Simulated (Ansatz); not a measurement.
Runs of Ansatz 0.2.0 on As. Symmetry: Cmce, No. 64, orthorhombic system. The conventional cell has a = 3.650 Å, b = 11.000 Å, c = 4.470 Å, α = 90.00°, β = 90.00°, γ = 90.00°. As (site symmetry m) has 3 As at 2.48 to 2.49 Å as nearest neighbours. This isn't the form of As at room conditions, which is rhombohedral.

| task | potentials or basis | cell | k mesh | cutoff (eV) | smearing | basis error allowed | gap on the mesh (eV) | pressure (GPa) | largest force (eV/Å) |
| --- | --- | --- | --- | --- | --- | --- | --- | --- | --- |
| single point | all-electron LAPW, scalar-relativistic | as given | 5 × 5 × 4 | 275 | fermi-dirac 0.03 eV | 0.002 eV/atom | (a) | 3.0 | 0.08 |
| single point | all-electron LAPW, scalar-relativistic | as given | 8 × 8 × 6 | 299 | fermi-dirac 0.05 eV | 0.001 eV/atom | 0.08 | 3.0 | 0.13 |
| single point | all-electron LAPW, scalar-relativistic | atoms moved at random, drawn with an rms of 0.05 Å | 8 × 8 × 6 | 299 | fermi-dirac 0.05 eV | 0.001 eV/atom | none | 2.1 | 0.40 |
| phonons | all-electron LAPW, scalar-relativistic | as given | 8 × 8 × 6 | 298 | fermi-dirac 0.05 eV | 0.002 eV/atom | 0.08 | - | 0.13 |
| density of states | all-electron PAW datasets made for the crystal | as given | 8 × 8 × 6 | 200 | fermi-dirac 0.05 eV | - | 0.08 | 3.0 | 0.13 |

Alike in all rows: level PBE; no spin polarisation.

Question: Fill in the values left out.

Answer: (a) 0.03.

Caveats: an odd mesh through Γ misses points on the zone boundary, where band edges often lie (some runs); a metal's response needs a denser mesh (some runs); some modes are imaginary (some runs); the program warned that the printed levels may be off, so bands, gaps and densities of states are rough (some runs); the density of states is complete only up to the lowest level of the last band computed (some runs).

A k mesh can miss the band edges, and the runs leave out spin-orbit coupling on As.

A gap of «none» marks a metal or a gap under the smearing width.

The runs don't all hold the same shells in valence.
